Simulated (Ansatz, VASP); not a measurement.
Ir in VASP and in Ansatz

```
Ir
1.0
    -1.52367    1.52367    1.52367
     1.52367   -1.52367    1.52367
     1.52367    1.52367   -1.52367
Ir
1
Direct
  0.00000 0.00000 0.00000
```

The cell was built by a generator and needn't be a form met in nature.

Alike in both runs: task relaxation of cell and atoms; functional PBEsol; k mesh 14 × 14 × 14; occupations fermi-dirac, width 0.1 eV; no spin polarisation.

|  | VASP | Ansatz |
| --- | --- | --- |
| version | VASP 6.6.1 | Ansatz 0.2.0 |
| potentials or method | VASP PAW PBE potentials, release 64 (Ir) | plane waves (420 eV) with PAW, scalar-relativistic |
| plane-wave cutoff (eV) | 600 | 420 |
| valence electrons in the cell | 9 | 17 |

Ansatz gave:

- relaxed volume (Å³/atom): 14.57
- relaxed cell length with the largest relative difference (Å): 2.665
- energy change over the relaxation (meV/atom): -14

What did VASP give for the same quantities?

Relaxed volume (Å³/atom): 14.61; relaxed cell length with the largest relative difference (Å): 2.667; energy change over the relaxation (meV/atom): -17.

The two sets of potentials don't hold the same shells in valence. Ansatz warned: «pseudo_functional_mismatch».

Caveats: the PAW data sets were made with another functional, which shifts forces and pressure a little (VASP). The runs have no spin-orbit coupling, so splittings on Ir are missing.
